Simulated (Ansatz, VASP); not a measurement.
**Two plane-wave programs on Ge**

```xyz
8
Lattice="4.0031 0.0000 0.0000 -2.0016 3.4668 0.0000 0.0000 0.0000 13.1567" Properties=species:S:1:pos:R:3 pbc="T T T"
Ge    0.0000    0.0000    5.3528
Ge    0.0000    0.0000    7.8039
Ge    0.0000    0.0000   11.9312
Ge    0.0000    0.0000    1.2255
Ge    0.0000    2.3112    4.5267
Ge    2.0016    1.1556    8.6300
Ge    2.0016    1.1556   11.1050
Ge    0.0000    2.3112    2.0517
```

This isn't the form of Ge at room conditions, which is diamond.

Alike in both runs: task single point; functional PBE; k mesh 6 × 6 × 2; occupations gaussian, width 0.1 eV; no spin polarisation.

|  | VASP | Ansatz |
| --- | --- | --- |
| version | VASP 6.6.1 | Ansatz 0.2.0 |
| potentials or method | VASP PAW PBE potentials, release 64 (Ge_d) | scalar-relativistic, plane waves, PAW |
| plane-wave cutoff (eV) | 520 | 420 |
| valence electrons in the cell | 112 | 112 |

VASP gave:

* gap on the k mesh at the Fermi level (eV): none
* pressure (GPa): 3.1
* largest component of the traceless stress (GPa): 0.30
* rms of the force components (eV/Å): 0.006

Problem. Estimate Ansatz's values.

Solution. gap on the k mesh at the Fermi level (eV): none; pressure (GPa): 3.0; largest component of the traceless stress (GPa): 0.31; rms of the force components (eV/Å): 0.006.

Atom by atom the forces differ by 0.001 eV/Å (rms over components). A gap of «none» marks a metal or a gap that the smearing closes. With one functional, cell and mesh, what is left measures potentials, basis and numerics.
